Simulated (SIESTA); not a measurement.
Input of a SIESTA 5.4.2 run:

run.py

```python
from ase import Atoms
from ase.calculators.siesta import Siesta
from ase.units import Ry, GPa
from ase.calculators.mixing import SumCalculator
from dftd4.ase import DFTD4
from ase.eos import EquationOfState

atoms = Atoms(
    ['Cd', 'Se'],
    cell=[
        [0.0, 3.0702711986, 3.0702711986],
        [3.0702711986, 0.0, 3.0702711986],
        [3.0702711986, 3.0702711986, 0.0],
    ],
    scaled_positions=[
        [0.0, 0.0, 0.0],
        [0.25, 0.25, 0.25],
    ],
    pbc=True,
)

fdf = {
    'SCFMustConverge': False,
    'OccupationFunction': 'FD',
    'ElectronicTemperature': '0.05 eV',
    'MaxSCFIterations': '120',
    'SCF.Mixer.Method': 'Pulay',
    'SCF.Mixer.Weight': '0.25',
    'SCF.Mixer.History': '8',
    'SCF.DM.Tolerance': '5.0e-05',
    'SCF.H.Tolerance': '1.0e-03 eV',
    'WriteForces': 'true',
    'Charge.Mulliken': 'end',
}
calc = Siesta(
    label="CdSe",
    command="siesta < PREFIX.fdf > PREFIX.out",
    pseudo_path="pseudos",
    pseudo_qualifier="",
    xc=('GGA', 'PBEsol'),
    basis_set="DZP",
    mesh_cutoff=800 * Ry,
    energy_shift=0.002 * Ry,
    kpts=[8, 8, 8],
    spin="non-polarized",
    fdf_arguments=fdf,
)
disp = DFTD4(method="PBEsol")
atoms.calc = SumCalculator([calc, disp])

cell0 = atoms.cell.copy()
volumes, energies = [], []
for x in [0.94, 0.96, 0.98, 1.0, 1.02, 1.04, 1.06]:
    atoms.set_cell(cell0 * x ** (1 / 3), scale_atoms=True)
    volumes.append(atoms.get_volume() / len(atoms))
    energies.append((calc.get_potential_energy(atoms, force_consistent=True) + disp.get_potential_energy(atoms)) / len(atoms))
    print(f"V = {volumes[-1]:.5f} A^3/atom   F = {energies[-1]:.6f} eV/atom", flush=True)
v0, e0, b0 = EquationOfState(volumes, energies, eos="birchmurnaghan").fit()
print(f"v0 = {v0:.4f} A^3/atom, e0 = {e0:.5f} eV/atom, B0 = {b0 / GPa:.1f} GPa")
```

Potentials or basis: PseudoDojo 0.4 standard (PBEsol files), DZP (energy shift 0.002 Ry).

Command:

```sh
$ python run.py
```

(1) Predict the pressure derivative of the bulk modulus.

(2) Estimate the bulk modulus.

(3) Predict the equilibrium volume.

## Answers

(1) 6.1 (rough: it moves with the points fitted).

(2) 59 GPa.

(3) 28.07 Å³/atom.

Caveat: semicore shells carry a single zeta, which can move pressures by several GPa and volumes by a few percent; the basis of atomic orbitals isn't converged, which shifts pressures, moduli and gaps.
